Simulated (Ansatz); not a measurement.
Crystal: Li.

```
Li
1.0
    -1.75465    1.75465    1.75465
     1.75465   -1.75465    1.75465
     1.75465    1.75465   -1.75465
Li
1
Direct
  0.00000 0.00000 0.00000
```

A run of Ansatz 0.2.0 on this cell left the log below. Logs are shortened: lines on timing, memory, paths and dates and some standing lists are left out, and cuts for length are marked.

```text
Warning: RAYON_NUM_THREADS=2 ignored (pool sized by the plan → 2); use --threads N
Engine: ansatz 0.2.0, x86_64-unknown-linux-gnu
Pseudopotentials: kind: paw
Pseudopotential: Li, paw, valence charge 3, recommended cutoff 420 eV (normal), Li.paw.azcp
Functional definition: PBE
  parameter kappa = 0.804
  parameter beta = 0.06672455060314922
  exchange = pbe_x(kappa = kappa, mu = beta*pi^2/3)
  correlation = pbe_c(beta = beta)
Crystal: 1 atoms, lattice volume = 21.609 Å³
Basis set: ecut = 420 eV, 429 PW (Γ), exchange–correlation on 48×48×48 points (8 copies of the dense FFT grid, shifted against one another)
Bands: 6, of which v1, the nominal top of the filled ones, is band 2 counted from 1 (1 counted from 0)
Symmetry: 48 space group operations
Space group: Im-3m (ITA 229), of the structure as read, at distance tolerance 2.8e-5 Å
k-points: 56 of 1331
Non-local potential: Li, projectors of the file, l = 0: 3, l = 1: 2, l = 2: 1
PAW form: soft (Blöchl's): semilocal exchange-correlation on the pseudo side does not see the compensation charge
PAW one-centre angular grid: Li, 110 points (default); XC on 64 Gauss nodes
Initial density: superposition of atomic densities (neutral atoms: chi_scale 0, normalization atom), corrected by the library's trained network
Initial wavefunctions: pseudopotential atomic-orbital guess
Functional: x = pbe(κ = 0.804, μ = 0.2195149727645171), c = pbe(β = 0.06672455060314922)
SCF iter   1: F=—  HF=-204.685733 eV  |F-HF|=—  |Δ(HF+E_count)|=         —  Δρ=1.62e-4  dr2=4.46e-6  ethr=1.77e-3  ⟨swp⟩=5.0  Hψ=2739  notcnv=0
preconditioner: auto → none  [insulator: Δε(μ)=0.045 eV  Ē_g=10.245 eV  σ=0.017 eV  W_gap=0.80  n_scr=0 (ndim 8)  ℏωp=8.0 eV  f_vac=0.000  D(μ)=1.68/eV (n_scr^D=18)  ε∞_Penn≈1.6]
SCF iter   2: F=—  HF=-204.685736 eV  |F-HF|=—  |Δ(HF+E_count)|=   3.57e-6  Δρ=8.49e-5  dr2=1.20e-6  ethr=1.49e-7  ⟨swp⟩=2.8  Hψ=915  notcnv=0  defer=4
iter 3 did not close the SCF: its close was put off for the readings that it lacked (scf_convergence_deferred on its scf_iter line)
SCF iter   3: F=-204.685738 eV  HF=-204.685738 eV  |F-HF|=2.42e-9  |Δ(HF+E_count)|=   1.95e-6  Δρ=4.48e-6  dr2=1.91e-9  ethr=4.00e-8  ⟨swp⟩=2.0  Hψ=365  notcnv=0  defer=4
iter 4 did not close the SCF: its close was put off for the readings that it lacked (scf_convergence_deferred on its scf_iter line)
SCF iter   4: F=-204.685738 eV  HF=-204.685738 eV  |F-HF|=2.54e-10  |Δ(HF+E_count)|=   1.97e-9  Δρ=8.08e-7  dr2=7.19e-11  ethr=6.35e-11  ⟨swp⟩=2.0  Hψ=393  notcnv=0  defer=4
iter 5 did not close the SCF: its close was put off for the readings that it lacked (scf_convergence_deferred on its scf_iter line)
SCF iter   5: F=-204.685738 eV  HF=-204.685738 eV  |F-HF|=1.14e-13  |Δ(HF+E_count)|=  2.65e-10  Δρ=9.03e-8  dr2=1.19e-12  ethr=2.40e-12  ⟨swp⟩=1.7  Hψ=346  notcnv=0  defer=4
SCF iter   6: F=-204.685738 eV  HF=-204.685738 eV  |F-HF|=2.84e-14  |Δ(HF+E_count)|=  2.27e-13  Δρ=8.28e-9  dr2=1.02e-14  ethr=1.00e-12  ⟨swp⟩=2.0  Hψ=1087  notcnv=0
SCF 1 converged in 6 iterations: F = -204.685738 eV  dr2 = 1.02e-14
  greatest PAW one-centre occupation: 1.000 electrons in one spin orbital (limit 2), on the Li atom at site 0 (counted from 0), in its partial waves of l = 0
SCF converged after 6 iterations
Free energy (F): -204.685738 eV
Harris-Foulkes:  -204.685738 eV  (|F-HF|=2.84e-14)
Internal energy: -204.685495 eV  (E = F + TS)
E sigma→0 (E₀):  -204.685617 eV
Entropy (-TS):   -0.000243 eV (-0.243 meV/atom)
Fermi energy:    0.809050 eV
--- Per-component energies (eV) ---
  E_band       = -92.109296
  E_kinetic    = 20.981071
  E_local      = -134.098932  (includes V_loc(G=0)·N_el)
  E_nonlocal   = -33.270594
  E_hartree    = 39.869265
  E_xc         = -9.965710
  E_vxc        = -12.824965  (∫ρ·V_xc dr)
  E_paw        = -21.003010  (= ΣΔE_a)
  E_vpaw       = -12.634418  (= ΣTr[D̂ρ^β])
  E_aug_tail   = 0.000010  (compensation charges beyond the density's cutoff)
  E_ewald      = -67.197595
  E_smearing   = -0.000243  (= −TS)
  E_closure    = 0.000000  (closes the sum)
  Σ components = -204.685738   (vs F -204.685738, Δ=0.00e0)
--- Forces (eV/Å), atoms counted from 1 ---
  atom   1  Li     0.00000000     0.00000000    -0.00000000
  max |Σ_I F_I| component: 1.54e-32 eV/Å
--- Stress (GPa, compression-positive) ---
       -0.805094      -0.000000       0.000000
        0.000000      -0.805094      -0.000000
       -0.000000       0.000000      -0.805094
  P = ⅓ Tr σ = -0.8051 GPa (-8.051 kbar)
--- Band table (eV; the first three rows and the last of 56) ---
  k-point 0: bands = ["-45.8003", "-2.6643", "14.7741", "14.7741", "14.7741", "19.4122"]
  k-point 1: bands = ["-45.7991", "-2.5111", "13.7612", "14.0952", "14.5207", "17.7558"]
  k-point 2: bands = ["-45.7959", "-2.0514", "11.2223", "12.9111", "13.8652", "16.3707"]
  k-point 55: bands = ["-45.7753", "5.1686", "6.2172", "6.2172", "8.4218", "9.3997"]
```

Question: What input gives this log?

Answer: Single point with PBE, no spin polarisation. The files as run (others can give the same):

input.yaml
```yaml
crystal:
  lattice:
    - [-1.75465, 1.75465, 1.75465]
    - [1.75465, -1.75465, 1.75465]
    - [1.75465, 1.75465, -1.75465]
  atoms:
    - { symbol: Li, position: [0.0, 0.0, 0.0] }
hamiltonian:
  xc: pbe
  pseudopotentials: { kind: paw }
kpoints:
  mp_grid: { grid: [11, 11, 11] }
scf:
  occupations: { method: gaussian, width: 0.017 }
output:
  forces: true
  stress: true
  eigenvalues: true
```

Potentials or basis: Ansatz PAW.
Run with:
```bash
$ ansatz run input.yaml --threads 2 --pin off --max-ram 5632MiB --backend cpu --events-out ev --progress --plain --runs-dir out
```
